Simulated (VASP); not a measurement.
# Cs2H (P6/mmm) in VASP: relaxation of cell and atoms with PBE

Aim: the relaxation of cell and atoms of Cs2H with PBE.

Everything below comes from runs of VASP 6.6.1. Logs are shortened: lines on timing, memory, paths and dates and some standing lists are left out, and cuts for length are marked.

### Step 1. The cell of the first run

Symmetry: P6/mmm, No. 191, hexagonal system. Conventional cell: a = 5.547 Å, b = 5.547 Å, c = 4.523 Å, α = 90.00°, β = 90.00°, γ = 120.00°. Cs (site symmetry -6m2) is surrounded by 3 Cs at 3.20 Å and 3 H at 3.20 Å. H (site symmetry 6/mmm) is surrounded by 6 Cs at 3.20 Å.

The cell was built by a generator and needn't be a form met in nature.

### Step 2. Relaxation of cell and atoms, PBE (random cell by space group and Wyckoff sites (P6/mmm, No. 191))

INCAR reads:

```
PREC = Accurate
ENCUT = 600
EDIFF = 1E-7
ISMEAR = 0
SIGMA = 0.1
LREAL = False
LASPH = True
NELM = 100
ALGO = Normal
ISIF = 3
LWAVE = False
LCHARG = False
GGA = PE
IBRION = 2
NSW = 90
EDIFFG = -0.04
```

KPOINTS reads:

```
Automatic mesh
0
Gamma
  6 6 4
```

POSCAR reads:

```
Cs2H
1.0
    5.5471989200      0.0000000000      0.0000000000
   -2.7735994600      4.8040151800      0.0000000000
    0.0000000000      0.0000000000      4.5229973100
Cs H
2 1
Direct
    0.3333333300      0.6666666700      0.5000000000
    0.6666666700      0.3333333300      0.5000000000
    0.0000000000      0.0000000000      0.5000000000
```

Potentials or basis: VASP PAW PBE potentials, release 64 (Cs_sv, H).

On the command line:

```bash
cat potpaw_PBE.64/Cs_sv/POTCAR potpaw_PBE.64/H/POTCAR > POTCAR
mpirun -np 1 vasp_std > vasp.out
```

OUTCAR:

```text
PREC = Accurate
   ENCUT = 600
   EDIFF = 1E-7
   ISMEAR = 0
   LREAL = False
   LASPH = True
   NELM = 100
   ISIF = 3
   GGA = PE
   IBRION = 2
   NSW = 90
   EDIFFG = -0.04

 ion  position               nearest neighbor table
   1  0.333  0.667  0.500-
   2  0.667  0.333  0.500-
   3  0.000  0.000  0.500-

  LATTYP: Found a hexagonal cell.
 ALAT       =     5.5471989200
 C/A-ratio  =     0.8153659847

  Lattice vectors:

 A1 = (   5.5471989200,   0.0000000000,   0.0000000000)
 A2 = (  -2.7735994600,   4.8040151800,   0.0000000000)
 A3 = (   0.0000000000,   0.0000000000,   4.5229973100)

Analysis of symmetry for initial positions (statically):
=====================================================================
 Subroutine PRICEL returns:
 Original cell was already a primitive cell.

 Routine SETGRP: Setting up the symmetry group for a
 hexagonal supercell.

 Subroutine GETGRP returns: Found 24 space group operations
 (whereof 24 operations were pure point group operations)
 out of a pool of 24 trial point group operations.

The static configuration has the point symmetry D_6h.

Analysis of symmetry for dynamics (positions and initial velocities):
=====================================================================
 Subroutine PRICEL returns:
 Original cell was already a primitive cell.

 Routine SETGRP: Setting up the symmetry group for a
 hexagonal supercell.

 Subroutine GETGRP returns: Found 24 space group operations
 (whereof 24 operations were pure point group operations)
 out of a pool of 24 trial point group operations.

The dynamic configuration has the point symmetry D_6h.

 Subroutine INISYM returns: Found 24 space group operations
 (whereof 24 operations are pure point group operations),
 and found     1 'primitive' translations

----------------------------------------------------------------------------------------

                                     Primitive cell

  volume of cell :     120.5326

  direct lattice vectors                    reciprocal lattice vectors
     5.547198920  0.000000000  0.000000000     0.180271163  0.104079605  0.000000000
    -2.773599460  4.804015180  0.000000000     0.000000000  0.208159209  0.000000000
     0.000000000  0.000000000  4.522997310     0.000000000  0.000000000  0.221092327

  length of vectors
     5.547198920  5.547198916  4.522997310     0.208159209  0.208159209  0.221092327

  position of ions in fractional coordinates (direct lattice)
     0.333333330  0.666666670  0.500000000
     0.666666670  0.333333330  0.500000000
     0.000000000  0.000000000  0.500000000

  ion indices of the primitive-cell ions
   primitive index   ion index
                 1           1
                 2           2
                 3           3

----------------------------------------------------------------------------------------

 KPOINTS: Automatic mesh

Automatic generation of k-mesh.
 Grid dimensions read from file:
 generate k-points for:    6    6    4

 Generating k-lattice:

  Cartesian coordinates                     Fractional coordinates (reciprocal lattice)
     0.030045194  0.017346601  0.000000000     0.166666667  0.000000000  0.000000000
     0.000000000  0.034693202  0.000000000     0.000000000  0.166666667  0.000000000
     0.000000000  0.000000000  0.055273082     0.000000000  0.000000000  0.250000000

  Length of vectors
     0.034693201  0.034693202  0.055273082

  Shift w.r.t. Gamma in fractional coordinates (k-lattice)
     0.000000000  0.000000000  0.000000000

 Subroutine IBZKPT returns following result:
 ===========================================

 Found     21 irreducible k-points:

 Following reciprocal coordinates:
            Coordinates               Weight
  0.000000  0.000000  0.000000      1.000000
  0.166667  0.000000  0.000000      6.000000
  0.333333  0.000000  0.000000      6.000000
  0.500000  0.000000  0.000000      3.000000
  0.166667  0.166667  0.000000      6.000000
  0.333333  0.166667  0.000000     12.000000
[... 13 lines left out ...]
  0.333333  0.166667  0.500000     12.000000
  0.333333  0.333333  0.500000      2.000000
   k-points           NKPTS =     21   k-points in BZ     NKDIM =     21   number of bands    NBANDS=     13
   number of dos      NEDOS =    301   number of ions     NIONS =      3
   total plane-waves  NPLWV =  82944
   dimension x,y,z NGX =    48 NGY =   48 NGZ =   36
   dimension x,y,z NGXF=    96 NGYF=   96 NGZF=   72
   ions per type =               2   1
   NGX,Y,Z   is equivalent  to a cutoff of  14.39, 14.39, 13.23 a.u.
   NGXF,Y,Z  is equivalent  to a cutoff of  28.77, 28.77, 26.46 a.u.
 SYSTEM =  unknown system
   PREC   = accura    normal or accurate (medium, high low for compatibility)
   ISTART =      0    job   : 0-new  1-cont  2-samecut
   ICHARG =      2    charge: 1-file 2-atom 10-const
   ISPIN  =      1    spin polarized calculation?
   LNONCOLLINEAR =      F non collinear calculations
   LSORBIT =      F    spin-orbit coupling
   LASPH  =      T    aspherical Exc in radial PAW
   ENCUT  =  600.0 eV  44.10 Ry    6.64 a.u.  11.08 11.08  9.03*2*pi/ulx,y,z
   NELM   =    100;   NELMIN=  2; NELMDL= -5     # of ELM steps
   EDIFF  = 0.1E-06   stopping-criterion for ELM
   LREAL  =      F    real-space projection
   EDIFFG = -.4E-01   stopping-criterion for IOM
   NSW    =     90    number of steps for IOM
   IBRION =      2    ionic relax: 0-MD 1-quasi-New 2-CG
   NFREE  =      1    steps in history (QN), initial steepest desc. (CG)
   ISIF   =      3    stress and relaxation
   ISYM   =      2    0-nonsym 1-usesym 2-fastsym
   POTIM  = 0.5000    time-step for ionic-motion
   TEBEG  =    0.0;   TEEND  =   0.0 temperature during run
   PSTRESS=    0.0 pullay stress
   NELECT =      19.0000    total number of electrons
   NUPDOWN=      -1.0000    fix difference up-down
   EMIN   =  10.00;   EMAX   =-10.00  energy-range for DOS
   EFERMI =   0.00;   METHOD = LEGACY
   ISMEAR =     0;   SIGMA  =   0.10  broadening in eV -4-tet -1-fermi 0-gaus
   EFERMI_NEDOS =   21; number of points for ismear=-14 and -15
   IALGO  =     38    algorithm
   IMIX   =      4    mixing-type and parameters
     AMIX     =   0.40;   BMIX     =  1.00
     AMIX_MAG =   1.60;   BMIX_MAG =  1.00
  volume/ion in A,a.u.               =      40.18       271.13
  Fermi-wavevector in a.u.,A,eV,Ry     =   0.884351  1.671181 10.640793  0.782076
  Thomas-Fermi vector in A             =   2.005239
   LORBIT       =      0    0 simple, 1 ext, 2 COOP (PROOUT), +10 PAW based schemes
   GGA     = PE    functional components
   LHFCALC =     F    Hartree Fock is set to
   AEXX    =    0.0000 exact exchange contribution
   IVDW    =     0    specifies the selected vdW correction
   LEPSILON=     F    determine dielectric tensor
   LRPA    =     F    only Hartree local field effects (RPA)
 conjugate gradient relaxation of ions
 non-spin polarized calculation
 Gauss-broadening in eV      SIGMA  =   0.10
  energy-cutoff  :      600.00
  volume of cell :      120.53
 maximum number of plane-waves:      4042
 NGX is ok and might be reduce to    48
   NGX = 23   NGY = 23   NGZ = 19

--------------------------------------- Ionic step        1  -------------------------------------------

 number of electron      19.0000002 magnetization

 Free energy of the ion-electron system (eV)
  ---------------------------------------------------
  ext. energy  EPLUGINS =         0.00000000
  ---------------------------------------------------
  free energy    TOTEN  =        -3.33177139 eV

  energy without entropy =       -3.32013573  energy(sigma->0) =       -3.32595356

------------------------ aborting loop because EDIFF is reached ----------------------------------------

  FORCE on cell =-STRESS in cart. coord.  units (eV):
  Direction    XX          YY          ZZ          XY          YZ          ZX
  --------------------------------------------------------------------------------------
  -------------------------------------------------------------------------------------
  Total        4.2915327      4.2915327      0.5538706      0.0000000     -0.0000000      0.0000000
  in kB       57.0451289     57.0451288      7.3623164      0.0000000     -0.0000000      0.0000000
  external PRESSURE =      40.4841914 kB  Pullay stress =       0.0000000 kB

 VOLUME and BASIS-vectors are now :
 -----------------------------------------------------------------------------
  energy-cutoff  :      600.00
  volume of cell :      120.53
      direct lattice vectors                 reciprocal lattice vectors
     5.547198920  0.000000000  0.000000000     0.180271163  0.104079605  0.000000000
    -2.773599460  4.804015180  0.000000000     0.000000000  0.208159209  0.000000000
     0.000000000  0.000000000  4.522997310     0.000000000  0.000000000  0.221092327
[... 260 lines left out ...]
 POSITION                                       TOTAL-FORCE (eV/Angst)
 -----------------------------------------------------------------------------------
     -0.00000      3.67325      2.47896        -0.000000      0.000000      0.000000
      3.18112      1.83662      2.47896         0.000000     -0.000000      0.000000
      0.00000     -0.00000      2.47896         0.000000      0.000000      0.000000
 -----------------------------------------------------------------------------------
    total drift:                               -0.000000      0.000000      0.000000

  FREE ENERGIE OF THE ION-ELECTRON SYSTEM (eV)
  ---------------------------------------------------
  free  energy   TOTEN  =        -3.8451274536 eV

  energy  without entropy=       -3.8258844685  energy(sigma->0) =       -3.83550596

--------------------------------------- Ionic step        9  -------------------------------------------

 number of electron      19.0000007 magnetization

 Free energy of the ion-electron system (eV)
  ---------------------------------------------------
  ext. energy  EPLUGINS =         0.00000000
  ---------------------------------------------------
  free energy    TOTEN  =        -3.88298023 eV

  energy without entropy =       -3.87428767  energy(sigma->0) =       -3.87863395

 E-fermi :   0.8799     XC(G=0):  -5.8257

 val. band max:        0.7997760239   @ k =   0.3333   0.0000   0.2500
 cond. band min:       0.9620672843   @ k =   0.3333   0.3333   0.0000
 fundamental gap:      0.1622912603
 Fermi energy:         0.8798794912

 k-point     1 :       0.0000    0.0000    0.0000
  band No.  band energies     occupation
      1     -23.7461      2.00000
      2     -23.4375      2.00000
      3     -11.0067      2.00000
      4     -11.0067      2.00000
      5     -10.4688      2.00000
      6     -10.1105      2.00000
      7      -9.9101      2.00000
      8      -9.9101      2.00000
      9      -1.8082      2.00000
     10       0.3708      2.00000
     11       2.7071      0.00000
     12       2.7071      0.00000
     13       3.0989      0.00000

 k-point     2 :       0.1667    0.0000    0.0000
  band No.  band energies     occupation
      1     -23.7287      2.00000
      2     -23.4566      2.00000
      3     -11.0331      2.00000
      4     -10.9577      2.00000
      5     -10.4486      2.00000
      6     -10.1326      2.00000
      7      -9.9649      2.00000
      8      -9.8732      2.00000
      9      -1.6712      2.00000
     10       0.3693      2.00000
     11       2.1208      0.00000
[... 326 lines left out ...]
 POSITION                                       TOTAL-FORCE (eV/Angst)
 -----------------------------------------------------------------------------------
     -0.00000      3.69296      2.74261        -0.000000     -0.000000     -0.000000
      3.19819      1.84648      2.74261         0.000000     -0.000000      0.000000
      0.00000     -0.00000      2.74261         0.000000      0.000000      0.000000
 -----------------------------------------------------------------------------------
    total drift:                               -0.000000      0.000000      0.000000

  FREE ENERGIE OF THE ION-ELECTRON SYSTEM (eV)
  ---------------------------------------------------
  free  energy   TOTEN  =        -3.8829802282 eV

  energy  without entropy=       -3.8742876709  energy(sigma->0) =       -3.87863395

 reached required accuracy - stopping structural energy minimisation
```

It took 8.4 min on 1 thread of Intel Xeon Platinum 8375C at 2.90GHz (Ice Lake), shared host; peak memory 0.3 GiB.

Results:

```yaml
Free_energy: -3.8830 eV
Relaxed_volume: 64.78 Å³/atom
Relaxed_cell: a = 6.396 Å, b = 6.396 Å, c = 5.485 Å, α = 90.00°, β = 90.00°, γ = 120.00°
Space_group_after_relaxing_to_0.05_Å: P6/mmm (No. 191)
Energy_gained_by_relaxing: 183.7 meV/atom
Ionic_steps: 9
Pressure_after_relaxing: 0.0 GPa
Band_gap_on_the_k_mesh: none (metal or under the smearing width)
```

The path:
```csv
step,energy change (eV),largest force (eV/Å),pressure (GPa),volume (Å³)
1,0.0000,0.0000,4.05,120.53
2,-0.3657,0.0000,1.34,138.97
3,-0.4315,0.0000,0.70,148.88
4,-0.4437,0.0000,0.08,169.84
5,-0.4523,0.0000,0.23,162.39
6,-0.4526,0.0000,0.28,160.32
7,-0.4699,0.0000,0.26,163.68
8,-0.5134,0.0000,0.26,173.80
9,-0.5512,0.0000,0.01,194.35
```

Final structure:
```yaml
crystal:
  lattice:
    - [6.39639, 0.00000, 0.00000]
    - [-3.19819, 5.53943, 0.00000]
    - [0.00000, 0.00000, 5.48522]
  atoms:
    - { symbol: Cs, position: [0.33333, 0.66667, 0.50000] }
    - { symbol: Cs, position: [0.66667, 0.33333, 0.50000] }
    - { symbol: H, position: [0.00000, 0.00000, 0.50000] }
```

Caveat: the volume moved by over 15 % at a fixed basis, so the end points are rough. The run has no spin-orbit coupling, so splittings on Cs are missing.
